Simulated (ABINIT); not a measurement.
The system is TePb.

```
CELL_PARAMETERS angstrom
0.00000 3.23100 3.23100
3.23100 0.00000 3.23100
3.23100 3.23100 0.00000
ATOMIC_POSITIONS crystal
Pb 0.00000 0.00000 0.00000
Te 0.50000 0.50000 0.50000
```

Base run:

- Program: ABINIT 10.8.3 (patched build)
- Functional: BLYP
- Potentials or basis: JTH PAW PBE v2.0 sp
- Cutoff: 408 eV
- k mesh: 7 × 7 × 7
- Occupations: fermi-dirac, width 0.05 eV
- Spin: no spin polarisation

Its results: pressure 5.5 GPa.

Question: The run is repeated on the same cell with these changes: functional from BLYP to r2SCAN; cutoff from 408 eV to 490 eV; fine-grid cutoff from 816.342 eV to 979.61 eV. What comes out?

Answer: Pressure 1.5 GPa.

Caveats: the PAW data sets were made with another functional, which shifts forces and pressure a little; this set keeps more shells in the core, which shifts pressures and gaps.
